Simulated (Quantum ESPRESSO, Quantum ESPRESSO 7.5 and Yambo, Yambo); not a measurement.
# RbBr (Fm-3m): G0W0 with and without spin-orbit coupling

Wanted: the effect of spin-orbit coupling on the quasiparticle gap of RbBr (Fm-3m).

Method: PBE and many-body steps on it, plane waves, in Quantum ESPRESSO 7.5 and Yambo 5.3.0.

Most raw output is cut from this account.

The database entry behind the starting cell differs from later determinations by our own check (about 0.5 % short), so it need not match the best structure at ambient conditions.

### 1. The starting structure

It takes space group Fm-3m (No. 225, cubic). Conventional cell: a = 6.854 Å, b = 6.854 Å, c = 6.854 Å, α = 90.00°, β = 90.00°, γ = 90.00°. Rb has 6 Br at 3.43 Å nearest. Nearest to Br lie 6 Rb at 3.43 Å. Farther neighbours and most contacts between anions are not listed.

Coordinates:

```cif
data_structure
_symmetry_space_group_name_H-M 'P 1'
_symmetry_Int_Tables_number 1
_cell_length_a 4.8465
_cell_length_b 4.8465
_cell_length_c 4.8465
_cell_angle_alpha 60.000
_cell_angle_beta 60.000
_cell_angle_gamma 60.000
_cell_volume 80.50
loop_
_atom_site_label
_atom_site_type_symbol
_atom_site_fract_x
_atom_site_fract_y
_atom_site_fract_z
_atom_site_occupancy
Rb1 Rb 0.00000 0.00000 0.00000 1
Br2 Br 0.50000 0.50000 0.50000 1
```

The cell and positions come from the Crystallography Open Database and are kept as given unless a step says otherwise.

### 2. Empty states on the mesh, 4×4×4 mesh, 149 bands

This step: Quantum ESPRESSO 7.5; DFT, PBE, plane waves, norm-conserving pseudopotentials.

The sums over transitions need many empty states on a uniform mesh; this step solves for them.

pw.in

```
&control
  calculation = 'nscf'
  prefix = 'x'
  outdir = 'o'
  pseudo_dir = 'pseudo'
/
&system
  ibrav = 0
  nat = 2
  ntyp = 2
  ecutwfc = 76.0
  nbnd = 149
  force_symmorphic = .true.
/
&electrons
  conv_thr = 1e-9
  electron_maxstep = 80
  diago_full_acc = .true.
  diago_thr_init = 5e-6
/
ATOMIC_SPECIES
  Rb 85.468 Rb.upf
  Br 79.904 Br.upf
CELL_PARAMETERS angstrom
  0.0000000000 3.4270000000 3.4270000000
  3.4270000000 0.0000000000 3.4270000000
  3.4270000000 3.4270000000 -0.0000000000
ATOMIC_POSITIONS crystal
  Rb 0.0000000000 0.0000000000 0.0000000000
  Br 0.5000000000 0.5000000000 0.5000000000
K_POINTS automatic
  4 4 4 0 0 0
```

On the command line:

```
$ OMP_NUM_THREADS=1 mpirun -n 4 pw.x -nk 4 -in pw.in > pw.out
```

The job ended after 19 s (4 MPI ranks of Arm Neoverse V1, shared host; peak memory 0.53 GiB; 75 s of CPU time).

This step gave:

```
gap                                                           : 4.364 eV
k of the valence top                                          : 0, 0, 0
k of the conduction bottom                                    : 0, 0, 0
least direct gap                                              : 4.364 eV
k points computed                                             : 8
lowest point of the top converged band, above the valence top : 78.2619 eV
```

On this mesh the gap is 4.364 eV.

The density comes from a self-consistent run that is not shown.

### 3. Conversion and set-up

This step: Yambo 5.3.0; conversion and set-up on PBE, plane waves, norm-conserving pseudopotentials.

The states are converted to the many-body program's format and the q mesh is built.

On the command line:

```
$ (cd o/x.save; p2y > p2y.log; mv SAVE ../..); yambo > setup.log
```

Wall time 3.2 s (1 MPI rank); peak memory 0.26 GiB.

### 4. Scalar-relativistic

Now the one-shot GW correction: screening in the RPA, then the self-energy of the levels asked for.

This step: G0W0 on PBE, plane waves, norm-conserving pseudopotentials.

gw1.in

```
HF_and_locXC
gw0
dyson
ppa
em1d
rim_cut
RandQpts= 1000000
RandGvec= 1 RL
EXXRLvcs= 76 Ry
VXCRLvcs= 304 Ry
Chimod= "HARTREE"
% BndsRnXp
 1 | 149 |
%
NGsBlkXp= 11.5 Ry
% LongDrXp
 1 | 1 | 1 |
%
% GbndRnge
 1 | 149 |
%
DysSolver= "n"
ExtendOut
PPAPntXp= 27.21138 eV
% QPkrange
 1 | 1 | 12 | 15 |
%
```

On the command line:

```
$ OMP_NUM_THREADS=1 mpirun -n 4 yambo -F gw1.in -J gw1 -C gw1 > gw1.log
```

It took 3.1 min on 4 MPI ranks; peak memory 1.9 GiB.

This step gave:

```
G0W0 gap on the points computed              : 7.531 eV
starting gap on the mesh                     : 4.364 eV
k of the valence top                         : 0, 0, 0
k of the conduction bottom                   : 0, 0, 0
least direct G0W0 gap on the computed points : 7.531 eV
Z at the valence top                         : 0.8263
Z at the conduction bottom                   : 0.8767
```

The gap on the mesh goes from 4.36 eV to 7.53 eV, a correction of +3.17 eV.

### 5. Empty states on the mesh, 4×4×4 mesh, 298 bands

This step: Quantum ESPRESSO 7.5; DFT, PBE with spin-orbit coupling, plane waves, norm-conserving pseudopotentials.

Changes to pw.in since step 2:

```diff
@@ -11,4 +11,6 @@
   ecutwfc = 76.0
-  nbnd = 149
+  nbnd = 298
   force_symmorphic = .true.
+  noncolin = .true.
+  lspinorb = .true.
 /
```

On the command line:

```
$ OMP_NUM_THREADS=1 mpirun -n 4 pw.x -nk 4 -in pw.in > pw.out
```

Elapsed: 1.8 min, on 4 MPI ranks; peak memory 1.5 GiB; 7 min of CPU time.

Numbers from this step:

```
gap                                                           : 4.203 eV
k of the valence top                                          : 0, 0, 0
k of the conduction bottom                                    : 0, 0, 0
least direct gap                                              : 4.203 eV
k points computed                                             : 8
lowest point of the top converged band, above the valence top : 78.0973 eV
```

On this mesh the gap is 4.203 eV.

The density comes from a self-consistent run that is not shown, made with spin-orbit coupling and fully relativistic files.

### 6. Conversion and set-up

This step: Yambo 5.3.0; conversion and set-up on PBE with spin-orbit coupling, plane waves, norm-conserving pseudopotentials.

On the command line:

```
$ (cd o/x.save; p2y > p2y.log; mv SAVE ../..); yambo > setup.log
```

Elapsed: 4.2 s, on 1 MPI rank; peak memory 0.26 GiB.

### 7. With spin-orbit coupling

This step: G0W0 on PBE with spin-orbit coupling, plane waves, norm-conserving pseudopotentials.

gw4.in

```
HF_and_locXC
gw0
dyson
ppa
em1d
rim_cut
RandQpts= 1000000
RandGvec= 1 RL
EXXRLvcs= 76 Ry
VXCRLvcs= 304 Ry
Chimod= "HARTREE"
% BndsRnXp
 1 | 298 |
%
NGsBlkXp= 11.5 Ry
% LongDrXp
 1 | 1 | 1 |
%
% GbndRnge
 1 | 298 |
%
DysSolver= "n"
ExtendOut
PPAPntXp= 27.21138 eV
% QPkrange
 1 | 1 | 23 | 30 |
%
```

On the command line:

```
$ OMP_NUM_THREADS=2 mpirun -n 2 yambo -F gw4.in -J gw4 -C gw4 > gw4.log
```

Run time: 17 min. Hardware: 2 MPI ranks; peak memory 2.1 GiB; 59 min of CPU time.

Numbers from this step:

```yaml
g0w0_gap_on_the_points_computed: 7.346 eV
starting_gap_on_the_mesh: 4.203 eV
k_of_the_valence_top: 0, 0, 0
k_of_the_conduction_bottom: 0, 0, 0
least_direct_g0w0_gap_on_the_computed_points: 7.346 eV
z_at_the_valence_top: 0.8271
z_at_the_conduction_bottom: 0.8765
```

Against G0W0 in Yambo (4×4×4 mesh, 149 bands, screening to 156.5 eV, Godby-Needs plasmon pole), the gap moves by −0.186 eV.

### 8. The runs together

Times are wall times on the hardware named with each run, good to a factor of about two.

```
                     run   mesh  bands  screening cutoff (eV)  DFT gap (eV)  gap on the mesh (eV)  direct (eV)     time
     scalar-relativistic  4×4×4    149                  156.5         4.364                 7.531        7.531  3.1 min
with spin-orbit coupling  4×4×4    298                  156.5         4.203                 7.346        7.346   17 min
```

### 9. What came out

```json
{
  "scalar-relativistic": "7.531 eV",
  "with spin-orbit coupling": "7.346 eV",
  "known limits": "not at the basis limit; no spin-orbit coupling in some runs"
}
```

In words: With spin-orbit coupling: −0.186 eV against scalar-relativistic, −0.162 eV of it in the start. Bands and cutoff are finite, so the gap is not at the basis limit. The miss can reach some tenths of an eV and take either sign; the mesh is an error of its own. In the G0W0 runs levels were corrected at 1 k point alone, so a gap called «on the mesh» is the least over those, and an edge elsewhere would be missed.

[Paths, hosts, dates, memory and timing lines, banners, echoed tables and standing remarks are left out of the program output.]

[Logs are printed without paths, hosts, clocks, repeated set-up lines and the standing remarks that a program may print on its own settings, such as how far it seeks lower states.]

[Runs of the session that timed out or met a known fault of the program may be left out.]

[Hosts, paths, dates, database ids (printed as entryN), source tags and the programs' standing remarks are cut or masked in the printed files.]
